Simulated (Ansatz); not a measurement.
Density of states of WSe₂ (P-3m1, a = 3.315 Å, b = 3.315 Å, c = 24.082 Å, α = 90.00°, β = 90.00°, γ = 120.00°), in states per eV and primitive cell, averaged over bins of 0.5 eV. Level of theory: DFT r2SCAN, scalar-relativistic, plane waves, PAW (Ansatz 0.2.0).

Plane waves to 500 eV, a k mesh through Γ of 12×12×2 on the computed 6-atom cell and Gaussian smearing (0.02 eV); no spin polarisation.

The cell is relaxed at this level. The states (both spins) are summed by tetrahedra on a 18×18×3 mesh at the self-consistent density. Energies are bin centres; the table starts no lower than −8 eV and ends at 6 eV, or lower where the solved bands end.

The gap is 1.60 eV at this level, with the zero inside it.

| E − E_F (eV) | total | Se 4p | W 5d | W 6s | Se 4s |
| --- | --- | --- | --- | --- | --- |
| -7.20 | 1.99 | 1.28 | 0.36 | 0.22 | 0.09 |
| -6.70 | 3.77 | 2.35 | 0.82 | 0.38 | 0.14 |
| -6.20 | 4.84 | 3.06 | 1.45 | 0.12 | 0.14 |
| -5.70 | 2.82 | 1.90 | 0.60 | 0.12 | 0.15 |
| -5.20 | 6.64 | 4.11 | 1.76 | 0.23 | 0.41 |
| -4.70 | 2.36 | 1.52 | 0.69 | 0.04 | 0.07 |
| -4.20 | 6.33 | 4.07 | 2.06 | 0.03 | 0.08 |
| -3.70 | 3.44 | 2.03 | 1.30 | 0.02 | 0.03 |
| -3.20 | 5.96 | 3.85 | 1.83 | 0.02 | 0.15 |
| -2.70 | 6.25 | 4.32 | 1.68 | 0.02 | 0.11 |
| -2.20 | 3.87 | 2.86 | 0.87 | 0.02 | 0.03 |
| -1.70 | 4.75 | 1.40 | 3.12 | 0.05 | 0.06 |
| -1.20 | 2.73 | 0.68 | 1.92 | 0.03 | 0.03 |
| -0.70 | 0.26 | 0.06 | 0.19 | 0.00 | 0.00 |
| -0.20 | 0.00 | 0.00 | 0.00 | 0.00 | 0.00 |
| 0.30 | 0.00 | 0.00 | 0.00 | 0.00 | 0.00 |
| 0.80 | 0.83 | 0.22 | 0.54 | 0.03 | 0.01 |
| 1.30 | 5.19 | 1.51 | 3.37 | 0.09 | 0.05 |
| 1.80 | 8.56 | 2.39 | 5.66 | 0.16 | 0.12 |
| 2.30 | 6.03 | 2.14 | 3.37 | 0.06 | 0.16 |
| 2.80 | 3.67 | 1.43 | 1.88 | 0.01 | 0.11 |
| 3.30 | 2.65 | 1.21 | 1.23 | 0.00 | 0.07 |
| 3.80 | 4.15 | 1.79 | 1.93 | 0.06 | 0.16 |
| 4.30 | 1.97 | 0.46 | 0.55 | 0.40 | 0.10 |
| 4.80 | 1.77 | 0.18 | 0.06 | 0.51 | 0.04 |
| 5.30 | 2.71 | 0.31 | 0.10 | 0.72 | 0.06 |

The columns after the total are the main Löwdin projections on the occupied valence shells of the potentials; 1 other is left out. The rest of the total lies in those, in shells that are empty in the free atom, which aren't projected, and between the atoms.

Spin-orbit coupling is left out, which matters for the bands of heavy elements. The cell holds layers, and where no dispersion correction was added their binding is poorly described.

This form isn't the usual stable structure of the compound.